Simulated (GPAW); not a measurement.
# KI (Fm-3m) in GPAW: notebook

One crystal, KI, is run at these levels: optPBE-vdW, MS2, BLYP+D3; tasks: band structure, equation of state.

All numbers are computed with GPAW 26.7.0; they aren't measurements. Logs are shortened: lines on timing, memory, paths and dates and some standing lists are left out, and cuts for length are marked. The log counts tension as positive stress, the text compression.

**Measured values to compare with.**

From a printed reference work, monograph, for a bulk crystal of KI: band gap 6.32 eV.

The results are compared with them further down.

### Step 1. Starting point

Symmetry: Fm-3m, No. 225, cubic system. Conventional cell: a = 7.066 Å, b = 7.066 Å, c = 7.066 Å, α = 90.00°, β = 90.00°, γ = 90.00°. I (site symmetry m-3m) has 6 K at 3.53 Å as nearest neighbours. Around K (site symmetry m-3m) lie 6 I at 3.53 Å.

### Step 2. Band structure, optPBE-vdW, spin-orbit coupling, no magnetisation

Contents of run.py:

```python
import numpy as np
from ase import Atoms
from ase.dft.bandgap import bandgap
from ase.io import write
from gpaw import GPAW, PW
from gpaw.spinorbit import soc_eigenstates

atoms = Atoms(['I', 'K'],
              cell=[[0.0, 3.532775, 3.532775],
                    [3.532775, 0.0, 3.532775],
                    [3.532775, 3.532775, 0.0]],
              scaled_positions=[[0.5, 0.5, 0.5],
                                [0.0, 0.0, 0.0]],
              pbc=True)

calc = GPAW(mode=PW(600),
            xc={'name': 'optPBE-vdW', 'backend': 'libvdwxc'},
            kpts={'size': (5, 5, 5), 'gamma': True},
            occupations={'name': 'fermi-dirac', 'width': 0.05},
            nbands=16,
            convergence={'density': 1e-05, 'energy': 1e-05},
            maxiter=150,
            txt='gpaw.txt')
atoms.calc = calc
energy = atoms.get_potential_energy()
forces = atoms.get_forces()
calc.write('gs.gpw')
write('result.traj', atoms)
print(f'Energy: {energy:.6f} eV')
print('Forces (eV/A):')
print(forces.round(4))
print('Fermi level:', round(calc.get_fermi_level(), 4), 'eV')
print(f'Gap: {bandgap(calc)[0]:.4f} eV, direct: {bandgap(calc, direct=True)[0]:.4f} eV')

path = atoms.cell.bandpath('GXWKGLUWLK,UX', npoints=100, eps=1e-4)
bs_calc = calc.fixed_density(kpts=path, symmetry='off', nbands=31,
                             convergence={'bands': 'CBM+6.0', 'eigenstates': 1e-6}, txt='bands.txt')
bs = bs_calc.band_structure()
bs.write('bs.json')
print(f'Gap on the path: {bandgap(bs_calc)[0]:.4f} eV')

soc = soc_eigenstates(bs_calc, theta=90, phi=0)
np.savetxt('soc_bands.dat', soc.eigenvalues(), fmt='%.4f')
mesh = soc_eigenstates('gs.gpw', theta=90, phi=0)
np.savetxt('soc_mesh.dat', mesh.eigenvalues(), fmt='%.4f')
print('Fermi level with spin-orbit coupling:', round(mesh.fermi_level, 4), 'eV')
```

Potentials or basis: GPAW PAW data sets (gpaw-data 1.2.1), pw.

Run with:

```bash
> OMP_NUM_THREADS=1 python run.py
```

gpaw.txt:

```text
__  _  _
 | _ |_)|_||  |
 |__||  | ||/\| - 26.7.0

Input parameters:
  mode=PW(ecut=600.0),
  convergence={'density': 1e-05, 'energy': 1e-05},
  kpts=MonkhorstPack(size=(5, 5, 5), gamma=True),
  maxiter=150,
  nbands=16,
  occupations=Occupations(name='fermi-dirac', width=0.05),
  xc=XC(name='optPBE-vdW', backend='libvdwxc')

Diagonalizing LCAO Hamiltonian
Converting LCAO to pw mode

                   I

       K

Atoms  # Å, Bohr magnetons
|   | symbol |        x |        y |        z |    initial magnetic moments |
|---|--------|----------|----------|----------|-----------------------------|
| 0 |      I | 3.532775 | 3.532775 | 3.532775 | ( 0.0000,  0.0000,  0.0000) |
| 1 |      K | 0.000000 | 0.000000 | 0.000000 | ( 0.0000,  0.0000,  0.0000) |

Unit cell  # Å
| periodic |        x |        y |        z |  lengths |    angles |
|----------|----------|----------|----------|----------|-----------|
|      yes | 0.000000 | 3.532775 | 3.532775 | 4.996098 | 60.000000 |
|      yes | 3.532775 | 0.000000 | 3.532775 | 4.996098 | 60.000000 |
|      yes | 3.532775 | 3.532775 | 0.000000 | 4.996098 | 60.000000 |

Number of symmetries: 48
Symmetry operations  # r_c * U_cc + t_c -> r_c
|    | kind |            matrix            |
|----|------|------------------------------|
|  0 |  σ   |  1, 0, 0,  1, 0,-1,  1,-1, 0 |
|  1 |  C2  |  1, 0, 0,  1,-1, 0,  1, 0,-1 |
|  2 |  E   |  1, 0, 0,  0, 1, 0,  0, 0, 1 |
|  3 |  σ   |  1, 0, 0,  0, 0, 1,  0, 1, 0 |
|  4 |  C4  |  1, 0,-1,  1, 0, 0,  1,-1, 0 |
|  5 |  S6  |  1, 0,-1,  1,-1, 0,  1, 0, 0 |
|  6 |  σ   |  1, 0,-1,  0, 1,-1,  0, 0,-1 |
|  7 |  C3  |  1, 0,-1,  0, 0,-1,  0, 1,-1 |
|  8 |  S6  |  1,-1, 0,  1, 0, 0,  1, 0,-1 |
|  9 |  C4  |  1,-1, 0,  1, 0,-1,  1, 0, 0 |
| 10 |  C3  |  1,-1, 0,  0,-1, 1,  0,-1, 0 |
| 11 |  σ   |  1,-1, 0,  0,-1, 0,  0,-1, 1 |
| 12 |  σ   |  0, 1, 0,  1, 0, 0,  0, 0, 1 |
| 13 |  C4  |  0, 1, 0,  0, 1,-1, -1, 1, 0 |
| 14 |  C3  |  0, 1, 0,  0, 0, 1,  1, 0, 0 |
| 15 |  S6  |  0, 1, 0, -1, 1, 0,  0, 1,-1 |
| 16 |  C2  |  0, 1,-1,  1, 0,-1,  0, 0,-1 |
| 17 |  σ   |  0, 1,-1,  0, 1, 0, -1, 1, 0 |
| 18 |  S4  |  0, 1,-1,  0, 0,-1,  1, 0,-1 |
| 19 |  C4  |  0, 1,-1, -1, 1, 0,  0, 1, 0 |
| 20 |  C3  |  0, 0, 1,  1, 0, 0,  0, 1, 0 |
| 21 |  σ   |  0, 0, 1,  0, 1, 0,  1, 0, 0 |
| 22 |  S6  |  0, 0, 1,  0,-1, 1, -1, 0, 1 |
| 23 |  C4  |  0, 0, 1, -1, 0, 1,  0,-1, 1 |
| 24 |  S4  |  0, 0,-1,  1, 0,-1,  0, 1,-1 |
| 25 |  C3  |  0, 0,-1,  0, 1,-1,  1, 0,-1 |
| 26 |  C2  |  0, 0,-1,  0,-1, 0, -1, 0, 0 |
| 27 |  S6  |  0, 0,-1, -1, 0, 0,  0,-1, 0 |
| 28 |  S4  |  0,-1, 1,  1,-1, 0,  0,-1, 0 |
| 29 |  C4  |  0,-1, 1,  0, 0, 1, -1, 0, 1 |
| 30 |  C2  |  0,-1, 1,  0,-1, 0,  1,-1, 0 |
| 31 |  σ   |  0,-1, 1, -1, 0, 1,  0, 0, 1 |
| 32 |  C3  |  0,-1, 0,  1,-1, 0,  0,-1, 1 |
| 33 |  S6  |  0,-1, 0,  0, 0,-1, -1, 0, 0 |
| 34 |  S4  |  0,-1, 0,  0,-1, 1,  1,-1, 0 |
| 35 |  C2  |  0,-1, 0, -1, 0, 0,  0, 0,-1 |
| 36 |  C2  | -1, 1, 0,  0, 1, 0,  0, 1,-1 |
| 37 |  S6  | -1, 1, 0,  0, 1,-1,  0, 1, 0 |
| 38 |  S4  | -1, 1, 0, -1, 0, 1, -1, 0, 0 |
| 39 |  C3  | -1, 1, 0, -1, 0, 0, -1, 0, 1 |
| 40 |  S6  | -1, 0, 1,  0, 0, 1,  0,-1, 1 |
| 41 |  C2  | -1, 0, 1,  0,-1, 1,  0, 0, 1 |
| 42 |  C3  | -1, 0, 1, -1, 1, 0, -1, 0, 0 |
| 43 |  S4  | -1, 0, 1, -1, 0, 0, -1, 1, 0 |
| 44 |  C2  | -1, 0, 0,  0, 0,-1,  0,-1, 0 |
| 45 |  i   | -1, 0, 0,  0,-1, 0,  0, 0,-1 |
| 46 |  σ   | -1, 0, 0, -1, 1, 0, -1, 0, 1 |
| 47 |  C2  | -1, 0, 0, -1, 0, 1, -1, 1, 0 |

BZ-sampling:
  Number of BZ points: 125
  Number of IBZ points: 10

  Monkhorst-Pack size: [5, 5, 5]
  Monkhorst-Pack shift: [0, 0, 0]

K-points  # in reciprocal-cell coordinates
|   |                                coordinates |     weight |
|---|--------------------------------------------|------------|
| 0 | (  0.00000000,   0.00000000,   0.00000000) | 0.00800000 |
| 1 | (  0.20000000,   0.20000000,   0.00000000) | 0.04800000 |
| 2 | (  0.20000000,   0.20000000,   0.20000000) | 0.06400000 |
| 3 | (  0.40000000,   0.20000000,  -0.20000000) | 0.19200000 |
| 4 | (  0.40000000,   0.20000000,   0.20000000) | 0.09600000 |
| 5 | (  0.40000000,   0.40000000,  -0.40000000) | 0.19200000 |
| 6 | (  0.40000000,   0.40000000,  -0.20000000) | 0.09600000 |
| 7 | (  0.40000000,   0.40000000,   0.00000000) | 0.04800000 |
| 8 | (  0.40000000,   0.40000000,   0.20000000) | 0.19200000 |
| 9 | (  0.40000000,   0.40000000,   0.40000000) | 0.06400000 |

Plane wave coefficients: 2947
Cutoff: 600.0 eV

Spin-components: 1 (collinear spins)
Bands:           16
Projectors:      10
Spin-degeneracy: 2
Datatype:        complex128

Parallelization:
  kpt:    1
  domain: 1
  band:   1

Density:
  Valence electrons: 16.0
  Components: 1
  Grid points: [30 30 30]
  Charge: 0.0  # |e|

Potential:
  Grid points: [30 30 30]

species:
  I:
    name:    Iodine
    Z:       53.0
    valence: 7
    core:    46
    charge:  0.0  # [|e|]
    compensation charges:
      type: gauss
      rc: 0.37  # [Å]
      lmax: 2
    cutoffs:
      filter: 2.06  # [Å]
      core: 2.90  # [Å]
    projectors
    | kind |    occ | energy [eV] | rcut [Å] |
    |------|--------|-------------|----------|
    |   5s |  2.000 |     -17.382 |    1.164 |
    |   5p |  5.000 |      -7.088 |    1.164 |
    |    s |        |       9.829 |    1.164 |
    |    p |        |      20.123 |    1.164 |
    |    d |        |       0.000 |    1.164 |

    Using partial waves for I as LCAO basis

  K:
    name:    Potassium
    Z:       19.0
    valence: 9
    core:    10
    charge:  0.0  # [|e|]
    compensation charges:
      type: gauss
      rc: 0.35  # [Å]
      lmax: 2
    cutoffs:
      filter: 1.91  # [Å]
      core: 1.27  # [Å]
    projectors
    | kind |    occ | energy [eV] | rcut [Å] |
    |------|--------|-------------|----------|
    |   3s |  2.000 |     -35.338 |    1.122 |
    |   4s |  1.000 |      -2.319 |    1.122 |
    |   3p |  6.000 |     -18.813 |    1.106 |
    |    p |        |       8.398 |    1.106 |
    |    d |        |       0.000 |    0.937 |

    Using partial waves for K as LCAO basis

Reference energy: -209923.048885  # eV

eigensolver:
  PPCG
  Converge bands: occupied
  niter=2

density mixing:
  MSR1-Mixer
  Pratt-step length: 0.05
  Maximum mixing coefficient: 0.75
  Old densities: 10
  SVD Regularization: 0.005
  Good broyden scale: 1.0
  Trust region scale: 1.0
  Backstep threshold: 4.0
  History deletion threshold: 6.0
  Fourier metric: weight=20.0, sigma=0.015

occupation numbers:
  Fermi-Dirac:
    width: 0.0500  # eV

poisson solver:
  ecut: 4800.0  # eV

xc functional:
  name: vdW-optPBE with libvdwxc
  Mode: serial
  Semilocal: GGA_X_OPTPBE_VDW+LDA_C_PW with 2 nearest neighbor stencil
  Corresponding non-local functional: vdW-DF
  Local blocksize: 60 x 60 x 60
  PAW datasets: PBE

convergence criteria:
- Maximum integral of absolute [dens]ity change: 1e-05 electrons / valence electron
- Maximum [total energy] change in last 3 cyles: 1e-05 eV / valence electron
- Maximum integral of absolute [eigenst]ate change: 4e-08 eV^2 / valence electron
maximum number of iterations: 150

SCF iterations
|iter     | |      energy | eigst |  dens |
|---------|-|-------------|-------|-------|
|iter:   1| |  -37.061940 | -0.35 |       |
|iter:   2| |  -37.054988 | -2.23 | -1.35 |
|iter:   3| |  -36.997353 | -2.19 | -1.38 |
|iter:   4| |  -36.998832 | -3.19 | -1.78 |
|iter:   5| |  -36.999509 | -4.31 | -2.21 |
|iter:   6| |  -36.999551 | -5.64 | -2.95 |
|iter:   7| |  -36.999554c| -6.88 | -3.62 |
|iter:   8| |  -36.999554c| -8.14c| -4.43 |
|iter:   9| |  -36.999554c| -8.50c| -5.41c|

Converged in 9 steps
Energy contributions relative to reference atoms: (reference = -209923.048885)

Energy contributions:
  Kinetic:           6.555394
  Coulomb:          -5.583381
  Zero:             -0.805858
  External:          0.000000
  Xc:              -37.165708
  Entropy:          -0.000000
  Spinorbit:         0.000000
  ----------------------------
  Free energy:     -36.999554
  Extrapolated:    -36.999554

dipole moment: (-25.722052, -25.722052, -25.722052)  # |e|*Ang

Fermi level: 2.216
Eigenvalues  # (at kpt = [0.000, 0.000, 0.000])
| band index |      eig [eV] | occ [0-2] |
|------------|---------------|-----------|
|          0 |       -28.022 |     2.000 |
|          1 |       -11.650 |     2.000 |
|          2 |       -11.650 |     2.000 |
|          3 |       -11.650 |     2.000 |
|          4 |       -10.048 |     2.000 |
|          5 |         0.402 |     2.000 |
[... 8 lines left out ...]
|         14 |        10.301 |     0.000 |
|         15 |        13.244 |     0.000 |

Gap: 4.004 eV
Transition (v -> c):
  (s=0, k=0, n=7, [0.00, 0.00, 0.00]) -> (s=0, k=0, n=8, [0.00, 0.00, 0.00])
No difference between direct/indirect transitions

Forces  # eV/Ang
|       x |        y |       z |
|---------|----------|---------|
| 0.00000 |  0.00000 | 0.00000 |  # I    0
| 0.00000 | -0.00000 | 0.00000 |  # K    1

# Writing to gs.gpw (mode='')
```

Run time: 2 min. Hardware: 1 thread of Arm Neoverse V1, shared host; peak memory 0.46 GiB.

What came out:

| Quantity | Value |
| --- | --- |
| Free energy | -36.9996 eV |
| Band gap on the k mesh | 3.63 eV, direct |
| Band gap along the path | 3.64 eV, direct |

Levels at the corners of the path, in eV from the valence-band top:
| point | band 12 | band 13 | band 14 | band 15 | band 16 | band 17 | band 18 | band 19 | band 20 | band 21 |
| --- | --- | --- | --- | --- | --- | --- | --- | --- | --- | --- |
| Γ | -1.13 | 0.00 | 0.00 | 0.00 | 0.00 | 3.64 | 3.64 | 6.11 | 6.11 | 6.11 |
| X | -1.69 | -0.78 | -0.78 | -0.40 | -0.40 | 4.58 | 4.58 | 5.43 | 5.43 | 7.73 |
| W | -1.68 | -0.80 | -0.80 | -0.70 | -0.70 | 6.05 | 6.05 | 6.17 | 6.17 | 6.32 |
| K | -1.70 | -0.89 | -0.89 | -0.54 | -0.54 | 5.26 | 5.26 | 6.30 | 6.30 | 7.28 |
| Γ | -1.13 | 0.00 | 0.00 | 0.00 | 0.00 | 3.64 | 3.64 | 6.11 | 6.11 | 6.11 |
| L | -1.90 | -0.85 | -0.85 | -0.36 | -0.36 | 5.17 | 5.17 | 7.36 | 7.36 | 7.79 |
| U | -1.70 | -0.89 | -0.89 | -0.54 | -0.54 | 5.26 | 5.26 | 6.30 | 6.30 | 7.28 |
| W | -1.68 | -0.80 | -0.80 | -0.70 | -0.70 | 6.05 | 6.05 | 6.17 | 6.17 | 6.32 |
| L | -1.90 | -0.85 | -0.85 | -0.36 | -0.36 | 5.17 | 5.17 | 7.36 | 7.36 | 7.79 |
| K | -1.70 | -0.89 | -0.89 | -0.54 | -0.54 | 5.26 | 5.26 | 6.30 | 6.30 | 7.28 |
| U | -1.70 | -0.89 | -0.89 | -0.54 | -0.54 | 5.26 | 5.26 | 6.30 | 6.30 | 7.28 |
| X | -1.69 | -0.78 | -0.78 | -0.40 | -0.40 | 4.58 | 4.58 | 5.43 | 5.43 | 7.73 |

Caveat: spin-orbit coupling was added after a scalar SCF, so levels and gaps hold it while energy, forces, pressure and moments don't; this program's spin-orbit splittings come out too wide for heavy elements; the PAW data sets were made with another functional, which shifts forces and pressure a little.

### Step 3. Equation of state, MS2

Contents of run.py:

```python
from ase.eos import EquationOfState
from ase.io import Trajectory
from ase.spacegroup import crystal
from ase.units import GPa
from gpaw import GPAW, PW

# I 4b
# K 4a
atoms = crystal(['I', 'K'],
                basis=[[0.5, 0.0, 0.0],
                       [0.0, 0.0, 0.0]],
                spacegroup=225, setting=1,  # Fm-3m
                cellpar=[7.06555, 7.06555, 7.06555, 90.0, 90.0, 90.0],
                primitive_cell=True)

traj = Trajectory('eos.traj', 'w')
volumes, energies = [], []
for x in [0.94, 0.96, 0.98, 1.0, 1.02, 1.04, 1.06]:
    a = atoms.copy()
    a.set_cell(atoms.cell * x**(1 / 3), scale_atoms=True)
    calc = GPAW(mode=PW(600),
                xc='MGGA_X_MS2+GGA_C_REGTPSS',
                kpts={'size': (5, 5, 5), 'gamma': True},
                occupations={'name': 'fermi-dirac', 'width': 0.05},
                nbands=16,
                convergence={'density': 1e-05, 'energy': 1e-05},
                maxiter=150,
                txt=f'eos-{x:.2f}.txt')
    a.calc = calc
    energies.append(a.get_potential_energy(force_consistent=True))
    volumes.append(a.get_volume())
    p = -a.get_stress()[:3].mean() / GPa
    calc.write(f'eos-{x:.2f}.gpw')
    traj.write(a)
    print(f'{x:.2f} {volumes[-1]:10.4f} A^3 {energies[-1]:14.6f} eV {p:9.3f} GPa', flush=True)

v0, e0, B = EquationOfState(volumes, energies, eos='birchmurnaghan').fit()
print(f'V0 = {v0:.4f} A^3, E0 = {e0:.6f} eV, B0 = {B / GPa:.2f} GPa')
```

Potentials or basis: GPAW PAW data sets (gpaw-data 1.2.1), pw.

Run with:

```bash
> OMP_NUM_THREADS=1 python run.py
```

Wall time 6.5 min (1 thread of Arm Neoverse V1, shared host); peak memory 0.82 GiB.

It converged, with:

```yaml
Equilibrium_volume: "44.73 Å³/atom (rough: see the caveat)"
Bulk_modulus: 12.4 GPa (rough)
```

Energy against volume, from the lowest point:
```
volume (Å³/atom)  energy (meV/atom)
          41.445              10.71
          42.327               5.54
          43.209               2.02
          44.091               0.30
          44.973               0.00
          45.854               0.99
          46.736               3.11
```

Caveat: the points scatter about the fit; the PAW data sets were made with another functional, which shifts forces and pressure a little. Spin-orbit coupling is left out, which matters for the levels of I.

### Step 4. Equation of state, BLYP+D3

run.py, as its differences from that of step 3:

```diff
@@ -1 +1,2 @@
+from ase.calculators.mixing import SumCalculator
 from ase.eos import EquationOfState
@@ -4,3 +5,6 @@
 from ase.units import GPa
-from gpaw import GPAW, PW
+from dftd3.ase import DFTD3
+from gpaw import GPAW, PW, setup_paths
+
+setup_paths.insert(0, '.')
 
@@ -21,3 +25,3 @@
     calc = GPAW(mode=PW(600),
-                xc='MGGA_X_MS2+GGA_C_REGTPSS',
+                xc='BLYP',
                 kpts={'size': (5, 5, 5), 'gamma': True},
@@ -26,6 +30,7 @@
                 convergence={'density': 1e-05, 'energy': 1e-05},
+                eigensolver='davidson',
                 maxiter=150,
                 txt=f'eos-{x:.2f}.txt')
-    a.calc = calc
-    energies.append(a.get_potential_energy(force_consistent=True))
+    a.calc = SumCalculator([calc, DFTD3(method='blyp', damping='d3zero')])
+    energies.append(a.get_potential_energy())
     volumes.append(a.get_volume())
```

Potentials or basis: PAW data sets generated in the run's folder for this functional, pw.

Run with:

```bash
> gpaw-setup -f BLYP I K
> OMP_NUM_THREADS=1 python run.py
```

Wall time 66 s (1 thread of Arm Neoverse V1, shared host); peak memory 0.23 GiB.

The run converged. Its results:

- Equilibrium volume: 46.05 Å³/atom
- Bulk modulus: 9.8 GPa
- Pressure derivative of the bulk modulus: 5.6 (rough: it moves with the points fitted)

Energy against volume, from the lowest point:
| volume (Å³/atom) | energy (meV/atom) |
| --- | --- |
| 41.445 | 17.65 |
| 42.327 | 11.04 |
| 43.209 | 6.08 |
| 44.091 | 2.76 |
| 44.973 | 0.79 |
| 45.854 | 0.00 |
| 46.736 | 0.27 |

### Step 5. Comparison with measurements

Step 2. Measured gap of KI: 6.32 eV (a printed reference work, monograph). This calculation gives 3.64 eV (-2.68 eV). The value is that of optPBE-vdW, without temperature or zero-point motion.
